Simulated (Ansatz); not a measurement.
HfC: pressure against volume, fitted

```xyz
2
Lattice="0.0000 2.3250 2.3250 2.3250 0.0000 2.3250 2.3250 2.3250 0.0000" Properties=species:S:1:pos:R:3 pbc="T T T"
Hf    2.3250    2.3250    2.3250
C     0.0000    0.0000    0.0000
```

Atoms are numbered in the order listed.

The cell is COD entry 1539502, as deposited and not checked against the literature; nothing was relaxed.

Spin–orbit coupling is left out, though it moves levels of the heavy atoms by tenths of an eV or more.

Computed with DFT, PBE, all-electron LAPW, scalar-relativistic (Ansatz 0.2.0).

Numerical set-up: a Γ-centred 15×15×15 k mesh, Fermi–Dirac smearing of 0.05 eV, basis error target 1 meV/atom, no spin polarisation.

The cell is scaled evenly. Fractional coordinates are held (clamped ions).

| V (Å³/atom) | P (GPa) |
| --- | --- |
| 11.814 | 16.63 |
| 12.065 | 10.62 |
| 12.317 | 5.18 |
| 12.442 | 2.66 |
| 12.568 | 0.25 |
| 12.694 | -2.03 |
| 12.819 | -4.21 |
| 13.322 | -11.92 |

Q: Fit a third-order Birch–Murnaghan curve to the pressures.

A: P = (3B0/2)(y^(7/2) − y^(5/2))[1 + (3/4)(B0′ − 4)(y − 1)] with y = (V0/V)^(2/3) fits within 0.01 GPa for V0 = 12.582 Å³/atom, B0 = 233.3 GPa and B0′ = 3.94.

Q: Predict the pressure at the withheld volume, 13.071 Å³/atom.

A: There y = 0.9749, so the fit gives -8.25 GPa; the run gave -8.25 GPa.
